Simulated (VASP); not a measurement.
# CrO2 (Fm-3m) in VASP: further runs

Runs on CrO2. Level: PBEsol+U. Tasks: single point.

Everything below comes from runs of VASP 6.6.1. Logs are shortened: lines on timing, memory, paths and dates and some standing lists are left out, and cuts for length are marked.

## Step 1: The crystal as given

The structure is cubic, space group Fm-3m (No. 225). Conventional cell: a = 4.674 Å, b = 4.674 Å, c = 4.674 Å, α = 90.00°, β = 90.00°, γ = 90.00°. Cr (site symmetry m-3m) has 8 O at 2.02 Å as nearest neighbours. O (site symmetry -43m) has 4 Cr at 2.02 Å as nearest neighbours.

Measurements of this composition are mostly on another form, of space group No. 136.

## Step 2: Single point, PBEsol+U

Input file INCAR:

```
PREC = Accurate
ENCUT = 520
EDIFF = 1E-6
ISMEAR = 0
SIGMA = 0.05
LREAL = False
LASPH = True
NELM = 120
ALGO = Normal
ISIF = 2
LWAVE = False
LCHARG = False
LMAXMIX = 4
LDAU = True
LDAUTYPE = 2
LDAUL = 2 -1
LDAUU = 5 0
LDAUJ = 0 0
LDAUPRINT = 1
GGA = PS
```

Input file KPOINTS:

```
regular mesh
0
Gamma
  7 7 7
```

Input file POSCAR:

```
CrO2
1.0
    0.0000000000      2.3368421000      2.3368421000
    2.3368421000      0.0000000000      2.3368421000
    2.3368421000      2.3368421000      0.0000000000
Cr O
1 2
Direct
    0.0000000000      0.0000000000      0.0000000000
    0.2500000000      0.2500000000      0.2500000000
    0.7500000000      0.7500000000      0.7500000000
```

Potentials or basis: VASP PAW PBE potentials, release 64 (Cr_pv, O).

Started as:

```
cat potpaw_PBE.64/Cr_pv/POTCAR potpaw_PBE.64/O/POTCAR > POTCAR
mpirun -np 1 vasp_std > vasp.out
```

OUTCAR:

```text
PREC = Accurate
   ENCUT = 520
   EDIFF = 1E-6
   ISMEAR = 0
   LREAL = False
   LASPH = True
   NELM = 120
   ISIF = 2
   GGA = PS

 ion  position               nearest neighbor table
   1  0.000  0.000  0.000-   3 2.02   3 2.02   3 2.02   2 2.02   3 2.02   2 2.02   2 2.02   2 2.02

   2  0.250  0.250  0.250-   1 2.02   1 2.02   1 2.02   1 2.02
   3  0.750  0.750  0.750-   1 2.02   1 2.02   1 2.02   1 2.02

  LATTYP: Found a face centered cubic cell.
 ALAT       =     4.6736842000

  Lattice vectors:

 A1 = (   0.0000000000,   2.3368421000,   2.3368421000)
 A2 = (   2.3368421000,   0.0000000000,   2.3368421000)
 A3 = (   2.3368421000,   2.3368421000,   0.0000000000)

Analysis of symmetry for initial positions (statically):
=====================================================================
 Subroutine PRICEL returns:
 Original cell was already a primitive cell.

 Routine SETGRP: Setting up the symmetry group for a
 face centered cubic supercell.

 Subroutine GETGRP returns: Found 48 space group operations
 (whereof 48 operations were pure point group operations)
 out of a pool of 48 trial point group operations.

The static configuration has the point symmetry O_h .

Analysis of symmetry for dynamics (positions and initial velocities):
=====================================================================
 Subroutine PRICEL returns:
 Original cell was already a primitive cell.

 Routine SETGRP: Setting up the symmetry group for a
 face centered cubic supercell.

 Subroutine GETGRP returns: Found 48 space group operations
 (whereof 48 operations were pure point group operations)
 out of a pool of 48 trial point group operations.

The dynamic configuration has the point symmetry O_h .

 Subroutine INISYM returns: Found 48 space group operations
 (whereof 48 operations are pure point group operations),
 and found     1 'primitive' translations

----------------------------------------------------------------------------------------

                                     Primitive cell

  volume of cell :      25.5222

  direct lattice vectors                    reciprocal lattice vectors
     0.000000000  2.336842100  2.336842100    -0.213963964  0.213963964  0.213963964
     2.336842100  0.000000000  2.336842100     0.213963964 -0.213963964  0.213963964
     2.336842100  2.336842100  0.000000000     0.213963964  0.213963964 -0.213963964

  length of vectors
     3.304793791  3.304793791  3.304793791     0.370596457  0.370596457  0.370596457

  position of ions in fractional coordinates (direct lattice)
     0.000000000  0.000000000  0.000000000
     0.250000000  0.250000000  0.250000000
     0.750000000  0.750000000  0.750000000

  ion indices of the primitive-cell ions
   primitive index   ion index
                 1           1
                 2           2
                 3           3

----------------------------------------------------------------------------------------

 KPOINTS: regular mesh

Automatic generation of k-mesh.
 Grid dimensions read from file:
 generate k-points for:    7    7    7

 Generating k-lattice:

  Cartesian coordinates                     Fractional coordinates (reciprocal lattice)
    -0.030566281  0.030566281  0.030566281     0.142857143  0.000000000  0.000000000
     0.030566281 -0.030566281  0.030566281     0.000000000  0.142857143  0.000000000
     0.030566281  0.030566281 -0.030566281     0.000000000  0.000000000  0.142857143

  Length of vectors
     0.052942351  0.052942351  0.052942351

  Shift w.r.t. Gamma in fractional coordinates (k-lattice)
     0.000000000  0.000000000  0.000000000

 Subroutine IBZKPT returns following result:
 ===========================================

 Found     20 irreducible k-points:

 Following reciprocal coordinates:
            Coordinates               Weight
  0.000000  0.000000  0.000000      1.000000
  0.142857  0.000000  0.000000      8.000000
  0.285714  0.000000  0.000000      8.000000
  0.428571  0.000000  0.000000      8.000000
  0.142857  0.142857  0.000000      6.000000
  0.285714  0.142857  0.000000     24.000000
[... 12 lines left out ...]
 -0.428571  0.428571  0.142857     24.000000
 -0.285714  0.428571  0.142857     24.000000
   k-points           NKPTS =     20   k-points in BZ     NKDIM =     20   number of bands    NBANDS=     16
   number of dos      NEDOS =    301   number of ions     NIONS =      3
   total plane-waves  NPLWV =  21952
   dimension x,y,z NGX =    28 NGY =   28 NGZ =   28
   dimension x,y,z NGXF=    56 NGYF=   56 NGZF=   56
   ions per type =               1   2
   NGX,Y,Z   is equivalent  to a cutoff of  14.09, 14.09, 14.09 a.u.
   NGXF,Y,Z  is equivalent  to a cutoff of  28.17, 28.17, 28.17 a.u.
 SYSTEM =  unknown system
   PREC   = accura    normal or accurate (medium, high low for compatibility)
   ISTART =      0    job   : 0-new  1-cont  2-samecut
   ICHARG =      2    charge: 1-file 2-atom 10-const
   ISPIN  =      1    spin polarized calculation?
   LNONCOLLINEAR =      F non collinear calculations
   LSORBIT =      F    spin-orbit coupling
   LASPH  =      T    aspherical Exc in radial PAW
   ENCUT  =  520.0 eV  38.22 Ry    6.18 a.u.   6.14  6.14  6.14*2*pi/ulx,y,z
   NELM   =    120;   NELMIN=  2; NELMDL= -5     # of ELM steps
   EDIFF  = 0.1E-05   stopping-criterion for ELM
   LREAL  =      F    real-space projection
   EDIFFG = 0.1E-04   stopping-criterion for IOM
   NSW    =      0    number of steps for IOM
   IBRION =     -1    ionic relax: 0-MD 1-quasi-New 2-CG
   NFREE  =      0    steps in history (QN), initial steepest desc. (CG)
   ISIF   =      2    stress and relaxation
   ISYM   =      2    0-nonsym 1-usesym 2-fastsym
   POTIM  = 0.5000    time-step for ionic-motion
   TEBEG  =    0.0;   TEEND  =   0.0 temperature during run
   PSTRESS=    0.0 pullay stress
   NELECT =      24.0000    total number of electrons
   NUPDOWN=      -1.0000    fix difference up-down
   EMIN   =  10.00;   EMAX   =-10.00  energy-range for DOS
   EFERMI =   0.00;   METHOD = LEGACY
   ISMEAR =     0;   SIGMA  =   0.05  broadening in eV -4-tet -1-fermi 0-gaus
   EFERMI_NEDOS =   21; number of points for ismear=-14 and -15
   IALGO  =     38    algorithm
   IMIX   =      4    mixing-type and parameters
     AMIX     =   0.40;   BMIX     =  1.00
     AMIX_MAG =   1.60;   BMIX_MAG =  1.00
  volume/ion in A,a.u.               =       8.51        57.41
  Fermi-wavevector in a.u.,A,eV,Ry     =   1.603882  3.030898 35.000158  2.572439
  Thomas-Fermi vector in A             =   2.700475
   LORBIT       =      0    0 simple, 1 ext, 2 COOP (PROOUT), +10 PAW based schemes
 LDA+U is selected, type is set to LDAUTYPE =  2
   angular momentum for each species LDAUL =     2   -1
   U (eV)           for each species LDAUU =   5.0  0.0
   J (eV)           for each species LDAUJ =   0.0  0.0
   GGA     = PS    functional components
   LHFCALC =     F    Hartree Fock is set to
   AEXX    =    0.0000 exact exchange contribution
   IVDW    =     0    specifies the selected vdW correction
   LEPSILON=     F    determine dielectric tensor
   LRPA    =     F    only Hartree local field effects (RPA)
 non-spin polarized calculation
 Gauss-broadening in eV      SIGMA  =   0.05
  energy-cutoff  :      520.00
  volume of cell :       25.52
 maximum number of plane-waves:       701
 NGX is ok and might be reduce to    28
   NGX = 13   NGY = 13   NGZ = 13

atom =   1  type =  1  l = 2

 onsite density matrix

spin component  1

  0.3050 -0.0000 -0.0000  0.0000  0.0000
 -0.0000  0.3050  0.0000  0.0000  0.0000
 -0.0000  0.0000  0.5390  0.0000 -0.0000
  0.0000  0.0000  0.0000  0.3050 -0.0000
  0.0000  0.0000 -0.0000 -0.0000  0.5390

spin component  2

  0.3050 -0.0000 -0.0000  0.0000  0.0000
 -0.0000  0.3050  0.0000  0.0000  0.0000
 -0.0000  0.0000  0.5390  0.0000 -0.0000
  0.0000  0.0000  0.0000  0.3050 -0.0000
  0.0000  0.0000 -0.0000 -0.0000  0.5390

 occupancies and eigenvectors

  o =  0.3050  v =  0.0000  0.2794 -0.0000  0.9602 -0.0000  0.0000  0.0000  0.0000  0.0000  0.0000      0.0000  0.0000  0.0000  0.0000  0.0000  0.0000  0.0000  0.0000  0.0000  0.0000
  o =  0.3050  v =  0.0000  0.0000  0.0000  0.0000  0.0000  0.0000  0.2794 -0.0000  0.9602 -0.0000      0.0000  0.0000  0.0000  0.0000  0.0000  0.0000  0.0000  0.0000  0.0000  0.0000
  o =  0.3050  v =  0.0000  0.9602 -0.0000 -0.2794 -0.0000  0.0000  0.0000  0.0000  0.0000  0.0000      0.0000  0.0000  0.0000  0.0000  0.0000  0.0000  0.0000  0.0000  0.0000  0.0000
  o =  0.3050  v =  0.0000  0.0000  0.0000  0.0000  0.0000  0.0000  0.9602 -0.0000 -0.2794 -0.0000      0.0000  0.0000  0.0000  0.0000  0.0000  0.0000  0.0000  0.0000  0.0000  0.0000
  o =  0.3050  v =  1.0000  0.0000  0.0000  0.0000  0.0000  0.0000  0.0000  0.0000  0.0000  0.0000      0.0000  0.0000  0.0000  0.0000  0.0000  0.0000  0.0000  0.0000  0.0000  0.0000
  o =  0.3050  v =  0.0000  0.0000  0.0000  0.0000  0.0000  1.0000  0.0000  0.0000  0.0000  0.0000      0.0000  0.0000  0.0000  0.0000  0.0000  0.0000  0.0000  0.0000  0.0000  0.0000
  o =  0.5390  v =  0.0000  0.0000  0.0000  0.0000  0.0000  0.0000  0.0000  0.0482  0.0000  0.9988      0.0000  0.0000  0.0000  0.0000  0.0000  0.0000  0.0000  0.0000  0.0000  0.0000
  o =  0.5390  v =  0.0000  0.0000  0.0482  0.0000  0.9988  0.0000  0.0000  0.0000  0.0000  0.0000      0.0000  0.0000  0.0000  0.0000  0.0000  0.0000  0.0000  0.0000  0.0000  0.0000
  o =  0.5390  v =  0.0000  0.0000  0.0000  0.0000  0.0000  0.0000  0.0000  0.9988  0.0000 -0.0482      0.0000  0.0000  0.0000  0.0000  0.0000  0.0000  0.0000  0.0000  0.0000  0.0000
  o =  0.5390  v =  0.0000  0.0000  0.9988  0.0000 -0.0482  0.0000  0.0000  0.0000  0.0000  0.0000      0.0000  0.0000  0.0000  0.0000  0.0000  0.0000  0.0000  0.0000  0.0000  0.0000

 number of electron      23.9999997 magnetization

 Free energy of the ion-electron system (eV)
  ---------------------------------------------------
  ext. energy  EPLUGINS =         0.00000000
  ---------------------------------------------------
  free energy    TOTEN  =       -19.13111540 eV

  energy without entropy =      -19.12550597  energy(sigma->0) =      -19.12831069

 E-fermi :   7.0475     XC(G=0): -13.0047

 val. band max:        7.0358427908   @ k =  -0.4286   0.1429   0.0000
 cond. band min:       7.0724816850   @ k =  -0.4286   0.2857   0.0000
 fundamental gap:      0.0366388942
 Fermi energy:         7.0475323997

 k-point     1 :       0.0000    0.0000    0.0000
  band No.  band energies     occupation
      1     -36.6860      2.00000
      2     -36.6860      2.00000
      3     -36.6860      2.00000
      4     -13.4187      2.00000
      5      -8.7323      2.00000
      6       0.8174      2.00000
[... 8 lines left out ...]
     15      11.2989      0.00000
     16      11.2990      0.00000

 k-point     2 :       0.1429    0.0000    0.0000
  band No.  band energies     occupation
      1     -36.7036      2.00000
      2     -36.6884      2.00000
      3     -36.6884      2.00000
      4     -13.1720      2.00000
      5      -9.0494      2.00000
      6       0.9920      2.00000
[... 8 lines left out ...]
     15      11.1394      0.00000
     16      11.1395      0.00000

 k-point     3 :       0.2857    0.0000    0.0000
  band No.  band energies     occupation
      1     -36.7427      2.00000
      2     -36.6939      2.00000
      3     -36.6939      2.00000
      4     -12.5119      2.00000
      5      -9.7835      2.00000
      6       1.4150      2.00000
[... 8 lines left out ...]
     15      10.9273      0.00000
     16      10.9273      0.00000

 k-point     4 :       0.4286    0.0000    0.0000
  band No.  band energies     occupation
      1     -36.7738      2.00000
      2     -36.6982      2.00000
      3     -36.6982      2.00000
      4     -11.6617      2.00000
      5     -10.6216      2.00000
      6       1.7792      2.00000
[... 8 lines left out ...]
     15      10.8919      0.00000
     16      10.8919      0.00000
[... 248 lines left out ...]
 k-point    18 :      -0.4286    0.2857    0.1429
  band No.  band energies     occupation
      1     -36.7612      2.00000
      2     -36.7275      2.00000
      3     -36.7067      2.00000
      4     -11.3451      2.00000
      5     -10.6746      2.00000
      6       0.5075      2.00000
[... 8 lines left out ...]
     15      10.0932      0.00000
     16      10.6525      0.00000

 k-point    19 :      -0.4286    0.4286    0.1429
  band No.  band energies     occupation
      1     -36.7661      2.00000
      2     -36.7272      2.00000
      3     -36.7151      2.00000
      4     -11.2829      2.00000
      5     -10.5601      2.00000
      6      -0.3357      2.00000
[... 8 lines left out ...]
     15       9.9130      0.00000
     16      10.5252      0.00000

 k-point    20 :      -0.2857    0.4286    0.1429
  band No.  band energies     occupation
      1     -36.7531      2.00000
      2     -36.7447      2.00000
      3     -36.7140      2.00000
      4     -10.9519      2.00000
      5     -10.8943      2.00000
      6      -0.0945      2.00000
[... 8 lines left out ...]
     15       9.6547      0.00000
     16      10.5786      0.00000

------------------------ aborting loop because EDIFF is reached ----------------------------------------

  FORCE on cell =-STRESS in cart. coord.  units (eV):
  Direction    XX          YY          ZZ          XY          YZ          ZX
  --------------------------------------------------------------------------------------
  -------------------------------------------------------------------------------------
  Total       -0.7463304     -0.7463304     -0.7463304      0.0000000     -0.0000000      0.0000000
  in kB      -46.8515147    -46.8515147    -46.8515147      0.0000000     -0.0000000      0.0000000
  external PRESSURE =     -46.8515147 kB  Pullay stress =       0.0000000 kB

 VOLUME and BASIS-vectors are now :
 -----------------------------------------------------------------------------
  energy-cutoff  :      520.00
  volume of cell :       25.52
      direct lattice vectors                 reciprocal lattice vectors
     0.000000000  2.336842100  2.336842100    -0.213963964  0.213963964  0.213963964
     2.336842100  0.000000000  2.336842100     0.213963964 -0.213963964  0.213963964
     2.336842100  2.336842100  0.000000000     0.213963964  0.213963964 -0.213963964

 POSITION                                       TOTAL-FORCE (eV/Angst)
 -----------------------------------------------------------------------------------
      0.00000      0.00000      0.00000        -0.000000     -0.000000     -0.000000
      1.16842      1.16842      1.16842         0.000000      0.000000      0.000000
      3.50526      3.50526      3.50526        -0.000000     -0.000000     -0.000000
 -----------------------------------------------------------------------------------
    total drift:                               -0.000000     -0.000000      0.000000

  FREE ENERGIE OF THE ION-ELECTRON SYSTEM (eV)
  ---------------------------------------------------
  free  energy   TOTEN  =       -19.1311153990 eV

  energy  without entropy=      -19.1255059724  energy(sigma->0) =      -19.12831069
```

Run time: 15 s. Hardware: 1 thread of Intel Xeon Platinum 8488C (Sapphire Rapids), shared host; peak memory 0.15 GiB.

Results:

```yaml
Free_energy: -19.1311 eV
Pressure: -4.7 GPa
Band_gap_on_the_k_mesh: none (metal or under the smearing width)
```

Eigenvalues of the final occupation matrices:
| site | spin | trace | eigenvalues |
| --- | --- | --- | --- |
| site 1 d | 1 | 1.99 | 0.30 0.30 0.30 0.54 0.54 |
| site 1 d | 2 | 1.99 | 0.30 0.30 0.30 0.54 0.54 |

Caveat: the PAW data sets were made with another functional, which shifts forces and pressure a little; the run has no spin polarisation, though such a crystal can be magnetic; U without spin polarisation on a metal has little footing. Spin polarisation is off, so any magnetic state and its effect on volume and gap are missing.

[end of part 1 of 2]
